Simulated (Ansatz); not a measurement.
# Ru: enthalpy against pressure

Ru, P6_3/mmc, a = 2.720 Å, c = 4.297 Å. Ansatz: PBE, PAW, 420 eV, Γ-centred 18×18×10 mesh on 2 atoms, Gaussian smearing 0.10 eV; no spin polarisation. Cell and atoms are relaxed at each pressure, and no other structure is tried, so the rows at high pressure may lie past a change of phase. y is the enthalpy over the state at zero pressure; there V0 = 13.765 Å³/atom. The pressures are the targets, met within 0.02 GPa.

| P (GPa) | y (eV/atom) |
| --- | --- |
| -3.0 | -0.2590 |
| 0.0 | 0.0000 |
| 3.0 | 0.2565 |
| 8.0 | 0.6788 |
| 15.0 | ? |
| 30.0 | 2.4714 |
| 60.0 | 4.7804 |

**Question.** Fit y = c1 P + c2 P² + c3 P³ to the other rows, say what c1 and c2 mean, and predict the missing value.

**Answer.** Least squares on the rows shown. y = 0.085878 P − 0.00012982 P² + 4.4028×10⁻⁷ P³. Since dH/dP = V, c1 is V0: 0.085878 eV/GPa × 160.2 = 13.758 Å³ against 13.765; c2 = −V0/(2B0) gives B0 = 331 GPa, where a Birch–Murnaghan fit to the volumes of the same runs (not shown) gives 312 GPa: a cubic over this range folds the higher terms into c2. At P = 15.0 the fit asked for gives 1.2604 eV/atom. The run gave 1.2601 eV/atom, so the fit is 0.0003 eV/atom too high, a small miss on the scale of the series.